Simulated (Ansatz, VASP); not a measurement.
# CoO: VASP beside Ansatz

Contents of INCAR:

```
  PREC = Accurate
  ENCUT = 520
  EDIFF = 1E-6
  ISMEAR = -5
  SIGMA = 0.1
  LREAL = F
  LASPH = T
  NELM = 150
  ALGO = Normal
  ISIF = 2
  LWAVE = F
  LCHARG = T
  ISPIN = 2
  MAGMOM = 2 0
  LORBIT = 11
  LMAXMIX = 4
  GGA = RP
  LELF = T
  LVHAR = T
  NBANDS = 18
```

Contents of KPOINTS:

```
Automatic mesh
0
Gamma
  10 10 10
```

Contents of POSCAR:

```
CoO
1.0
    1.6022198417      0.9250420569      2.5664708903
   -1.6022198417      0.9250420569      2.5664708903
    0.0000000000     -1.8500841138      2.5664708903
Co O
1 1
Direct
    0.9989783200      0.9989783200      0.9989783200
    0.7510210300      0.7510210300      0.7510210300
```

input.yaml

```yaml
crystal:
  lattice:
    - [1.6022198417, 0.9250420569, 2.5664708903]
    - [-1.6022198417, 0.9250420569, 2.5664708903]
    - [0.0, -1.8500841138, 2.5664708903]
  atoms:
    - { symbol: Co, position: [0.99897832, 0.99897832, 0.99897832], spin: 2.0 }
    - { symbol: O, position: [0.75102103, 0.75102103, 0.75102103] }
hamiltonian:
  xc: rpbe
  pseudopotentials: { kind: paw, source: ansatz }
magnetization:
  spin_polarized: true
kpoints:
  mp_grid: { grid: [10, 10, 10] }
scf:
  occupations: { method: tetrahedron }
output:
  forces: true
  stress: true
```

Measurements of this composition are mostly on another form, of space group No. 225.

Alike in both runs: task single point; functional RPBE; k mesh 10 × 10 × 10; occupations tetrahedron; collinear spin.

```csv
,VASP,Ansatz
version,VASP 6.6.1,Ansatz 0.2.0
potentials or method,"VASP PAW PBE potentials, release 64 (Co, O)",Ansatz PAW earlier set
plane-wave cutoff (eV),520,930
valence electrons in the cell,15,23
```

```csv
,VASP,Ansatz,Ansatz less VASP
gap on the k mesh at the Fermi level (eV),none,none,-
pressure (GPa),6.2,6.5,+0.29
largest component of the traceless stress (GPa),3.83,3.83,-0.008
rms of the force components (eV/Å),0.169,0.168,-0.0010
net moment per atom (μB),1.43,1.43,+0.006
size of the moment on the site where the two differ most (μB),2.45,2.29,-0.165
```

Site moments also hang on the region over which each program counts them. Atom by atom the forces differ by 0.001 eV/Å (rms over components). A gap of «none» marks a metal or a gap that the smearing closes. The two sets of potentials don't hold the same shells in valence.

Caveats: a cell with one magnetic atom can't hold antiferromagnetic order, which such compounds often take; semilocal functionals often make such compounds metallic where correlation or magnetic order opens a gap, which also shifts bond lengths; the PAW data sets were made with another functional, which shifts forces and pressure a little (VASP); tetrahedron occupations give inexact forces and stress in metals (VASP); the PAW data sets come from PBE, with cores solved anew for the run's functional, which leaves a small shift of forces and pressure (Ansatz); with tetrahedron occupations forces and stress needn't match the slope of the energy (Ansatz). With open d or f shells a metallic result of RPBE can be an artefact of self-interaction; +U or a hybrid may open a gap.
